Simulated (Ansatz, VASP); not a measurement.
Ag in VASP and in Ansatz

The input INCAR:

```
PREC     = Accurate       # precision mode
ENCUT    = 520            # plane-wave cutoff, eV
EDIFF    = 1E-7           # SCF threshold, eV
ISMEAR   = 0              # smearing method
SIGMA    = 0.1            # smearing width, eV
LREAL    = F              # projectors in reciprocal space
LASPH    = T              # aspherical terms in the spheres
NELM     = 100            # most SCF steps
ALGO     = Fast           # electronic algorithm
ISIF     = 2              # what is computed and relaxed
LWAVE    = F              # write WAVECAR
LCHARG   = F              # write CHGCAR
GGA      = PE             # functional
NBANDS   = 18             # bands
```

The input KPOINTS:

```
regular mesh
0
Gamma
  14 14 8
```

File POSCAR:

```
Ag
1.0
    3.2225290887      0.0000000000      0.0000000000
   -1.6112645444      2.5687903124      0.0000000000
    0.0000000000      0.0000000000      4.8250628000
Ag
2
Direct
    0.3037761329      0.6075522659      0.2500000000
    0.6962238671      0.3924477341      0.7500000000
```

Input for Ansatz:

```yaml
crystal:
  lattice:
    - [3.2225290887, 0.0, 0.0]
    - [-1.6112645444, 2.5687903124, 0.0]
    - [0.0, 0.0, 4.8250628]
  atoms:
    - { symbol: Ag, position: [0.3037761329, 0.6075522659, 0.25] }
    - { symbol: Ag, position: [0.6962238671, 0.3924477341, 0.75] }
basis:
  ecutwfc: 420
kpoints:
  mp_grid: { grid: [14, 14, 8] }
hamiltonian:
  xc: pbe
scf:
  occupations: { method: gaussian, width: 0.1 }
output:
  forces: true
  stress: true
  eigenvalues: true
```

Alike in both runs: task single point; functional PBE; k mesh 14 × 14 × 8; occupations gaussian, width 0.1 eV; no spin polarisation.

|  | VASP | Ansatz |
| --- | --- | --- |
| version | VASP 6.6.1 | Ansatz 0.2.0 |
| potentials or method | VASP PAW PBE potentials, release 64 (Ag) | scalar-relativistic, plane waves, PAW |
| plane-wave cutoff (eV) | 520 | 420 |
| valence electrons in the cell | 22 | 38 |

|  | VASP | Ansatz | Ansatz less VASP |
| --- | --- | --- | --- |
| gap on the k mesh at the Fermi level (eV) | none | none | - |
| pressure (GPa) | -6.9 | -6.9 | -0.01 |
| largest component of the traceless stress (GPa) | 1.33 | 1.34 | +0.015 |
| rms of the force components (eV/Å) | 0.039 | 0.039 | +0.0003 |

Atom by atom the forces differ by 0.000 eV/Å (rms over components). A gap of «none» marks a metal or a gap that the smearing closes. The two sets of potentials don't hold the same shells in valence.
